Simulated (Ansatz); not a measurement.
Molecular dynamics on a 2×2×2 supercell (16 atoms) of AgCl (Fm-3m), relaxed with r2SCAN. Forces come from PBE in Ansatz: a Langevin thermostat at fixed volume, 800 K, steps of 3 fs. Computed, non-magnetic; the trajectory is short and the cell small, so nothing here is a converged average.

```yaml
crystal:
  lattice:
    - [0.0, 5.5463451273, 5.5463451273]
    - [5.5463451273, 0.0, 5.5463451273]
    - [5.5463451273, 5.5463451273, 0.0]
  atoms:
    - { symbol: Ag, position: [0.0, 0.0, 0.0] }
    - { symbol: Cl, position: [0.25, 0.25, 0.25] }
    - { symbol: Ag, position: [0.0, 0.0, 0.5] }
    - { symbol: Cl, position: [0.25, 0.25, 0.75] }
    - { symbol: Ag, position: [0.0, 0.5, 0.0] }
    - { symbol: Cl, position: [0.25, 0.75, 0.25] }
    - { symbol: Ag, position: [0.0, 0.5, 0.5] }
    - { symbol: Cl, position: [0.25, 0.75, 0.75] }
    - { symbol: Ag, position: [0.5, 0.0, 0.0] }
    - { symbol: Cl, position: [0.75, 0.25, 0.25] }
    - { symbol: Ag, position: [0.5, 0.0, 0.5] }
    - { symbol: Cl, position: [0.75, 0.25, 0.75] }
    - { symbol: Ag, position: [0.5, 0.5, 0.0] }
    - { symbol: Cl, position: [0.75, 0.75, 0.25] }
    - { symbol: Ag, position: [0.5, 0.5, 0.5] }
    - { symbol: Cl, position: [0.75, 0.75, 0.75] }
kpoints:
  mp_grid: { grid: [2, 2, 2] }
hamiltonian:
  xc: pbe
scf:
  occupations: { method: fermi_dirac, width: 0.069 }
md:
  ensemble: nvt_langevin
  temperature: 800
  timestep: 3.0
  n_steps: 30
  initial_velocities: maxwell_boltzmann
  seed: 5648
```

Run as `ansatz run input.yaml --threads 4 --pin off --max-ram 3686MiB --backend cpu --events-out ev --progress --plain --runs-dir out`. Wall time 2.4 min on 4 threads of Arm Neoverse V1, with other jobs on the host, load about 0.9 per core; peak host memory 1.3 GiB.

```
step  t (fs)  T (K)  free energy F from step 0 (meV/atom)  kinetic energy (meV/atom)  largest force (eV/Å)
   0       0    750                                   0.0                       96.9                  0.00
   1       3    705                                   0.3                       91.2                  0.07
   2       6    752                                   1.1                       97.2                  0.13
   3       9    768                                   2.4                       99.3                  0.20
   4      12    792                                   4.2                      102.4                  0.29
   5      15    731                                   6.5                       94.6                  0.38
   6      18    714                                   9.1                       92.3                  0.48
   7      21    713                                  12.2                       92.2                  0.59
   8      24    676                                  15.9                       87.3                  0.72
   9      27    640                                  20.2                       82.7                  0.87
  10      30    544                                  24.6                       70.3                  1.04
  11      33    489                                  28.7                       63.2                  1.19
  12      36    484                                  32.5                       62.5                  1.31
  13      39    513                                  35.4                       66.3                  1.36
  14      42    513                                  37.4                       66.3                  1.35
  15      45    489                                  39.0                       63.2                  1.33
  16      48    497                                  40.4                       64.2                  1.30
  17      51    417                                  41.6                       53.9                  1.26
  18      54    363                                  42.2                       46.9                  1.21
  19      57    380                                  42.6                       49.1                  1.15
  20      60    424                                  42.5                       54.8                  1.05
  21      63    561                                  42.2                       72.5                  0.91
  22      66    622                                  42.0                       80.4                  0.89
  23      69    571                                  42.2                       73.8                  0.90
  24      72    569                                  42.6                       73.6                  0.91
  25      75    577                                  43.1                       74.6                  0.92
  26      78    601                                  44.0                       77.7                  0.92
  27      81    561                                  45.4                       72.5                  0.92
  28      84    558                                  47.3                       72.1                  0.92
  29      87    555                                  49.0                       71.7                  0.96
  30      90    517                                  50.8                       66.9                  1.01
```

The temperature starts at 750 K, is lowest at step 18 (363 K, 54 fs) and ends at 517 K. The thermostat hasn't had time to restore it. The atoms start on their lattice sites with kinetic energy alone, so much of it first passes into potential energy. By the last step the atoms have moved 0.27 Å in the root mean square, the drift of the whole cell taken out, 0.44 Å at most.

Positions (Å) and forces (eV/Å) at step 30:
```
Ag  -0.020   0.241   0.094     0.290  -0.141  -0.020
Cl   2.993   2.890   2.676    -0.376   0.151   0.147
Ag   2.960   2.507   0.166    -0.179   0.597  -0.494
Cl   5.496   5.296   2.682     0.053   0.553   0.142
Ag   2.949  -0.003   2.804    -0.316   0.199  -0.121
Cl   5.300   2.887   5.494     0.541  -0.013   0.322
Ag   5.618   2.706   2.789     0.143  -0.246  -0.110
Cl   8.562   5.305   5.196    -0.510  -0.101   0.869
Ag  -0.208   2.762   2.845     0.324  -0.330  -0.638
Cl   2.837   5.569   5.896    -0.313  -0.202  -0.648
Ag   2.874   5.769   2.593    -0.071  -0.318  -0.010
Cl   5.653   8.206   5.284     0.445  -0.254   0.688
Ag   2.778   2.881   5.318    -0.440  -0.117   0.132
Cl   5.661   5.334   8.391     0.698   0.564  -0.024
Ag   5.608   5.539   5.722     0.231   0.090  -0.218
Cl   8.311   8.331   8.238    -0.521  -0.430  -0.015
```
